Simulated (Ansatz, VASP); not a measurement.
**GaN: VASP beside Ansatz**

```
Ga N
1.0
     3.18000    0.00000    0.00000
    -1.59000    2.75396    0.00000
     0.00000    0.00000    5.16600
Ga N
2 2
Direct
  0.33333 0.66667 0.00000
  0.66667 0.33333 0.50000
  0.33333 0.66667 0.37500
  0.66667 0.33333 0.87500
```

Alike in both runs: task single point; functional PBE; k mesh 12 × 12 × 6; occupations gaussian, width 0.02 eV; no spin polarisation.

|  | VASP | Ansatz |
| --- | --- | --- |
| version | VASP 6.6.1 | Ansatz 0.2.0 |
| potentials or method | VASP PAW PBE potentials, release 64 (Ga_d, N) | scalar-relativistic, plane waves, PAW |
| plane-wave cutoff (eV) | 520 | 420 |
| valence electrons in the cell | 36 | 36 |

|  | VASP | Ansatz | Ansatz less VASP |
| --- | --- | --- | --- |
| gap on the k mesh at the Fermi level (eV) | 1.97 | 1.96 | -0.008 |
| least direct gap on the mesh (eV) | 1.97 | 1.96 | -0.008 |
| pressure (GPa) | 7.4 | 7.3 | -0.07 |
| largest component of the traceless stress (GPa) | 1.45 | 1.44 | -0.011 |
| rms of the force components (eV/Å) | 0.078 | 0.079 | +0.0014 |

Atom by atom the forces differ by 0.001 eV/Å (rms over components).
